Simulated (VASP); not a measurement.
# Ca (Im-3m) in VASP: notebook

One crystal, Ca, is run at these levels: PBE, r2SCAN; tasks: single point.

Everything below comes from runs of VASP 6.6.1. Logs are shortened: lines on timing, memory, paths and dates and some standing lists are left out, and cuts for length are marked.

## Step 1: The crystal as given

It takes space group Im-3m (No. 229, cubic). Conventional cell: a = 4.429 Å, b = 4.429 Å, c = 4.429 Å, α = 90.00°, β = 90.00°, γ = 90.00°. Around Ca (site symmetry m-3m) lie 8 Ca at 3.84 Å.

The cell was built by a generator and needn't be a form met in nature.

## Step 2: Single point, PBE

Contents of INCAR:

```
PREC = Accurate
ENCUT = 520
EDIFF = 1E-6
ISMEAR = 0
SIGMA = 0.05
LREAL = False
LASPH = True
NELM = 100
ALGO = Normal
ISIF = 2
LWAVE = False
LCHARG = False
GGA = PE
NBANDS = 11
```

Contents of KPOINTS:

```
regular mesh
0
Gamma
  6 6 6
```

Contents of POSCAR:

```
Ca
1.0
   -2.2144248414      2.2144248414      2.2144248414
    2.2144248414     -2.2144248414      2.2144248414
    2.2144248414      2.2144248414     -2.2144248414
Ca
1
Direct
    0.0000000000      0.0000000000      0.0000000000
```

Potentials or basis: VASP PAW PBE potentials, release 64 (Ca_sv).

Launch:

```console
$ cat potpaw_PBE.64/Ca_sv/POTCAR > POTCAR
$ mpirun -np 1 vasp_std > vasp.out
```

OUTCAR:

```text
PREC = Accurate
   ENCUT = 520
   EDIFF = 1E-6
   ISMEAR = 0
   LREAL = False
   LASPH = True
   NELM = 100
   ISIF = 2
   GGA = PE

 ion  position               nearest neighbor table
   1  0.000  0.000  0.000-

  LATTYP: Found a body centered cubic cell.
 ALAT       =     4.4288496828

  Lattice vectors:

 A1 = (  -2.2144248414,   2.2144248414,   2.2144248414)
 A2 = (   2.2144248414,  -2.2144248414,   2.2144248414)
 A3 = (   2.2144248414,   2.2144248414,  -2.2144248414)

Analysis of symmetry for initial positions (statically):
=====================================================================
 Subroutine PRICEL returns:
 Original cell was already a primitive cell.

 Routine SETGRP: Setting up the symmetry group for a
 body centered cubic supercell.

 Subroutine GETGRP returns: Found 48 space group operations
 (whereof 48 operations were pure point group operations)
 out of a pool of 48 trial point group operations.

The static configuration has the point symmetry O_h .

Analysis of symmetry for dynamics (positions and initial velocities):
=====================================================================
 Subroutine PRICEL returns:
 Original cell was already a primitive cell.

 Routine SETGRP: Setting up the symmetry group for a
 body centered cubic supercell.

 Subroutine GETGRP returns: Found 48 space group operations
 (whereof 48 operations were pure point group operations)
 out of a pool of 48 trial point group operations.

The dynamic configuration has the point symmetry O_h .

 Subroutine INISYM returns: Found 48 space group operations
 (whereof 48 operations are pure point group operations),
 and found     1 'primitive' translations

----------------------------------------------------------------------------------------

                                     Primitive cell

  volume of cell :      43.4353

  direct lattice vectors                    reciprocal lattice vectors
    -2.214424841  2.214424841  2.214424841     0.000000000  0.225792265  0.225792265
     2.214424841 -2.214424841  2.214424841     0.225792265  0.000000000  0.225792265
     2.214424841  2.214424841 -2.214424841     0.225792265  0.225792265  0.000000000

  length of vectors
     3.835496335  3.835496335  3.835496335     0.319318483  0.319318483  0.319318483

  position of ions in fractional coordinates (direct lattice)
     0.000000000  0.000000000  0.000000000

  ion indices of the primitive-cell ions
   primitive index   ion index
                 1           1

----------------------------------------------------------------------------------------

 KPOINTS: regular mesh

Automatic generation of k-mesh.
 Grid dimensions read from file:
 generate k-points for:    6    6    6

 Generating k-lattice:

  Cartesian coordinates                     Fractional coordinates (reciprocal lattice)
     0.000000000  0.037632044  0.037632044     0.166666667  0.000000000  0.000000000
     0.037632044  0.000000000  0.037632044     0.000000000  0.166666667  0.000000000
     0.037632044  0.037632044  0.000000000     0.000000000  0.000000000  0.166666667

  Length of vectors
     0.053219747  0.053219747  0.053219747

  Shift w.r.t. Gamma in fractional coordinates (k-lattice)
     0.000000000  0.000000000  0.000000000

 Subroutine IBZKPT returns following result:
 ===========================================

 Found     16 irreducible k-points:

 Following reciprocal coordinates:
            Coordinates               Weight
  0.000000  0.000000  0.000000      1.000000
  0.166667  0.000000  0.000000     12.000000
  0.333333  0.000000  0.000000     12.000000
  0.500000  0.000000  0.000000      6.000000
  0.166667  0.166667  0.000000     24.000000
  0.333333  0.166667  0.000000     48.000000
[... 8 lines left out ...]
  0.500000  0.500000  0.333333     12.000000
  0.500000  0.500000  0.500000      1.000000
   k-points           NKPTS =     16   k-points in BZ     NKDIM =     16   number of bands    NBANDS=     11
   number of dos      NEDOS =    301   number of ions     NIONS =      1
   total plane-waves  NPLWV =  27000
   dimension x,y,z NGX =    30 NGY =   30 NGZ =   30
   dimension x,y,z NGXF=    60 NGYF=   60 NGZF=   60
   ions per type =               1
   NGX,Y,Z   is equivalent  to a cutoff of  13.00, 13.00, 13.00 a.u.
   NGXF,Y,Z  is equivalent  to a cutoff of  26.01, 26.01, 26.01 a.u.
 SYSTEM =  unknown system
   PREC   = accura    normal or accurate (medium, high low for compatibility)
   ISTART =      0    job   : 0-new  1-cont  2-samecut
   ICHARG =      2    charge: 1-file 2-atom 10-const
   ISPIN  =      1    spin polarized calculation?
   LNONCOLLINEAR =      F non collinear calculations
   LSORBIT =      F    spin-orbit coupling
   LASPH  =      T    aspherical Exc in radial PAW
   ENCUT  =  520.0 eV  38.22 Ry    6.18 a.u.   7.13  7.13  7.13*2*pi/ulx,y,z
   NELM   =    100;   NELMIN=  2; NELMDL= -5     # of ELM steps
   EDIFF  = 0.1E-05   stopping-criterion for ELM
   LREAL  =      F    real-space projection
   EDIFFG = 0.1E-04   stopping-criterion for IOM
   NSW    =      0    number of steps for IOM
   IBRION =     -1    ionic relax: 0-MD 1-quasi-New 2-CG
   NFREE  =      0    steps in history (QN), initial steepest desc. (CG)
   ISIF   =      2    stress and relaxation
   ISYM   =      2    0-nonsym 1-usesym 2-fastsym
   POTIM  = 0.5000    time-step for ionic-motion
   TEBEG  =    0.0;   TEEND  =   0.0 temperature during run
   PSTRESS=    0.0 pullay stress
   NELECT =      10.0000    total number of electrons
   NUPDOWN=      -1.0000    fix difference up-down
   EMIN   =  10.00;   EMAX   =-10.00  energy-range for DOS
   EFERMI =   0.00;   METHOD = LEGACY
   ISMEAR =     0;   SIGMA  =   0.05  broadening in eV -4-tet -1-fermi 0-gaus
   EFERMI_NEDOS =   21; number of points for ismear=-14 and -15
   IALGO  =     38    algorithm
   IMIX   =      4    mixing-type and parameters
     AMIX     =   0.40;   BMIX     =  1.00
     AMIX_MAG =   1.60;   BMIX_MAG =  1.00
  volume/ion in A,a.u.               =      43.44       293.12
  Fermi-wavevector in a.u.,A,eV,Ry     =   1.003369  1.896092 13.697649  1.006749
  Thomas-Fermi vector in A             =   2.135916
   LORBIT       =      0    0 simple, 1 ext, 2 COOP (PROOUT), +10 PAW based schemes
   GGA     = PE    functional components
   LHFCALC =     F    Hartree Fock is set to
   AEXX    =    0.0000 exact exchange contribution
   IVDW    =     0    specifies the selected vdW correction
   LEPSILON=     F    determine dielectric tensor
   LRPA    =     F    only Hartree local field effects (RPA)
 non-spin polarized calculation
 Gauss-broadening in eV      SIGMA  =   0.05
  energy-cutoff  :      520.00
  volume of cell :       43.44
 maximum number of plane-waves:      1182
 NGX is ok and might be reduce to    30
   NGX = 15   NGY = 15   NGZ = 15

 number of electron      10.0000002 magnetization

 Free energy of the ion-electron system (eV)
  ---------------------------------------------------
  ext. energy  EPLUGINS =         0.00000000
  ---------------------------------------------------
  free energy    TOTEN  =        -1.90728999 eV

  energy without entropy =       -1.90472446  energy(sigma->0) =       -1.90600722

 E-fermi :   1.8986     XC(G=0):  -7.6500

 val. band max:        1.8503434920   @ k =   0.5000   0.5000   0.1667
 cond. band min:       1.9114128159   @ k =   0.5000   0.5000   0.3333
 fundamental gap:      0.0610693239
 Fermi energy:         1.8986475966

 k-point     1 :       0.0000    0.0000    0.0000
  band No.  band energies     occupation
      1     -40.2593      2.00000
      2     -21.1763      2.00000
      3     -21.1763      2.00000
      4     -21.1763      2.00000
      5      -2.1245      2.00000
      6       4.1337      0.00000
      7       4.1337      0.00000
      8       4.1337      0.00000
      9       5.1575      0.00000
     10       5.1575      0.00000
     11      11.9505      0.00000

 k-point     2 :       0.1667    0.0000    0.0000
  band No.  band energies     occupation
      1     -40.2560      2.00000
      2     -21.2082      2.00000
      3     -21.1870      2.00000
      4     -21.1762      2.00000
      5      -1.6419      2.00000
      6       3.8621      0.00000
      7       3.8660      0.00000
      8       4.4921      0.00000
      9       4.9591      0.00000
     10       5.1751      0.00000
     11      10.8929      0.00000

 k-point     3 :       0.3333    0.0000    0.0000
  band No.  band energies     occupation
      1     -40.2496      2.00000
      2     -21.2711      2.00000
      3     -21.2084      2.00000
      4     -21.1761      2.00000
      5      -0.3362      2.00000
      6       2.8695      0.00000
      7       3.4083      0.00000
      8       5.0507      0.00000
      9       5.2971      0.00000
     10       5.4269      0.00000
     11       8.2302      0.00000

 k-point     4 :       0.5000    0.0000    0.0000
  band No.  band energies     occupation
      1     -40.2463      2.00000
      2     -21.3020      2.00000
      3     -21.2190      2.00000
      4     -21.1761      2.00000
      5       1.0013      2.00000
      6       1.8419      1.89162
      7       3.2079      0.00000
      8       5.0551      0.00000
      9       5.4176      0.00000
     10       6.1445      0.00000
     11       7.0727      0.00000

 k-point     5 :       0.1667    0.1667    0.0000
  band No.  band energies     occupation
      1     -40.2512      2.00000
      2     -21.2509      2.00000
      3     -21.2002      2.00000
      4     -21.1836      2.00000
      5      -0.7395      2.00000
      6       3.2631      0.00000
      7       3.4711      0.00000
      8       4.8605      0.00000
      9       5.1529      0.00000
     10       5.3447      0.00000
     11       9.2809      0.00000
[... 99 lines left out ...]
 k-point    13 :      -0.3333    0.5000    0.1667
  band No.  band energies     occupation
      1     -40.2426      2.00000
      2     -21.2780      2.00000
      3     -21.2502      2.00000
      4     -21.2090      2.00000
      5       1.3789      2.00000
      6       2.3404      0.00000
      7       3.2497      0.00000
      8       4.7123      0.00000
      9       5.1796      0.00000
     10       6.2072      0.00000
     11       7.1449      0.00000

 k-point    14 :      -0.3333    0.3333    0.3333
  band No.  band energies     occupation
      1     -40.2415      2.00000
      2     -21.2592      2.00000
      3     -21.2438      2.00000
      4     -21.2438      2.00000
      5       1.0576      2.00000
      6       2.5922      0.00000
      7       4.2932      0.00000
      8       4.2932      0.00000
      9       4.9582      0.00000
     10       5.4246      0.00000
     11       8.4174      0.00000

 k-point    15 :       0.5000    0.5000    0.3333
  band No.  band energies     occupation
      1     -40.2389      2.00000
      2     -21.2762      2.00000
      3     -21.2555      2.00000
      4     -21.2450      2.00000
      5       1.9114      0.71806
      6       2.0432      0.00004
      7       4.2151      0.00000
      8       4.4655      0.00000
      9       5.7036      0.00000
     10       5.9807      0.00000
     11       6.7078      0.00000

 k-point    16 :       0.5000    0.5000    0.5000
  band No.  band energies     occupation
      1     -40.2364      2.00000
      2     -21.2675      2.00000
      3     -21.2675      2.00000
      4     -21.2675      2.00000
      5       1.9671      0.05285
      6       1.9671      0.05285
      7       5.6997      0.00000
      8       5.6997      0.00000
      9       5.6997      0.00000
     10       5.9279      0.00000
     11       5.9279      0.00000

------------------------ aborting loop because EDIFF is reached ----------------------------------------

  FORCE on cell =-STRESS in cart. coord.  units (eV):
  Direction    XX          YY          ZZ          XY          YZ          ZX
  --------------------------------------------------------------------------------------
  -------------------------------------------------------------------------------------
  Total       -0.0892358     -0.0892358     -0.0892358     -0.0000000     -0.0000000     -0.0000000
  in kB       -3.2915979     -3.2915979     -3.2915979     -0.0000000     -0.0000000     -0.0000000
  external PRESSURE =      -3.2915979 kB  Pullay stress =       0.0000000 kB

 VOLUME and BASIS-vectors are now :
 -----------------------------------------------------------------------------
  energy-cutoff  :      520.00
  volume of cell :       43.44
      direct lattice vectors                 reciprocal lattice vectors
    -2.214424841  2.214424841  2.214424841     0.000000000  0.225792265  0.225792265
     2.214424841 -2.214424841  2.214424841     0.225792265  0.000000000  0.225792265
     2.214424841  2.214424841 -2.214424841     0.225792265  0.225792265  0.000000000

 POSITION                                       TOTAL-FORCE (eV/Angst)
 -----------------------------------------------------------------------------------
      0.00000      0.00000      0.00000         0.000000      0.000000      0.000000
 -----------------------------------------------------------------------------------
    total drift:                               -0.000000     -0.000000      0.000000

  FREE ENERGIE OF THE ION-ELECTRON SYSTEM (eV)
  ---------------------------------------------------
  free  energy   TOTEN  =        -1.9072899910 eV

  energy  without entropy=       -1.9047244564  energy(sigma->0) =       -1.90600722
```

It took 4 s on 1 thread of Intel Xeon 6975P-C (Granite Rapids), shared host; peak memory 0.15 GiB.

What came out:

```
Free energy            : -1.9073 eV
Pressure               : -0.3 GPa
Band gap on the k mesh : none (metal or under the smearing width)
```

(Part 1 of 3 ends here.)
